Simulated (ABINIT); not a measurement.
Write the native input for ABINIT 10.8.3 (patched build) that does the following.

| Property | Result |
| --- | --- |
| Task | equation of state |
| Functional | PBEsol |
| Potentials or basis | PseudoDojo NC SR PBEsol v0.4.1 standard |
| Cutoff | 1088 eV |
| k mesh | 12 × 12 × 12 |
| Occupations | fermi-dirac, width 0.05 eV |
| Spin | no spin polarisation |

Mo:

```
CELL_PARAMETERS angstrom
-1.58381 1.58381 1.58381
1.58381 -1.58381 1.58381
1.58381 1.58381 -1.58381
ATOMIC_POSITIONS crystal
Mo 0.00000 0.00000 0.00000
```

These files were run (other wordings do the same):

run.abi

```
# Datasets: one volume each
ndtset 7
getwfk -1
scalecart1 3*0.9795861087
scalecart2 3*0.9864848297
scalecart3 3*0.9932883884
scalecart4 3*1.0000000000
scalecart5 3*1.0066227096
scalecart6 3*1.0131594038
scalecart7 3*1.0196128224

# Pseudopotentials
pp_dirpath "./"
pseudos "Mo.upf"

# Structure
acell 5.1839677754 5.1839677754 5.1839677754
rprim
    -0.5773502692     0.5773502692     0.5773502692
     0.5773502692    -0.5773502692     0.5773502692
     0.5773502692     0.5773502692    -0.5773502692
ntypat 1
znucl 42
natom 1
typat 1
xred
     0.0000000000     0.0000000000     0.0000000000

# Plane-wave basis
ecut 40.0

# k points
kptopt 1
ngkpt 12 12 12
nshiftk 1
shiftk 0.0 0.0 0.0

# Exchange and correlation
ixc -116133

# Bands and occupations
nband 11
occopt 3
tsmear 0.00183747

# SCF cycle
nstep 100
tolvrs 1.0e-10

# Output
iomode 3
prtwf 1
prtden 0
prteig 0
prtebands 0
enunit 1
```

Potentials or basis: PseudoDojo NC SR PBEsol v0.4.1 standard.

Command:

```bash
$ abinit run.abi > log 2>&1
```

It gave:

* Equilibrium volume: 15.34 Å³/atom
* Bulk modulus: 283 GPa
* Pressure derivative of the bulk modulus: 4.3

Caveat: pressures at fixed basis lie under the slope of the energies.

Wall time 120 s on 1 thread of Intel(R) Xeon(R) 6975P-C (Granite Rapids), with other jobs on the host, peak memory 0.1 GiB.
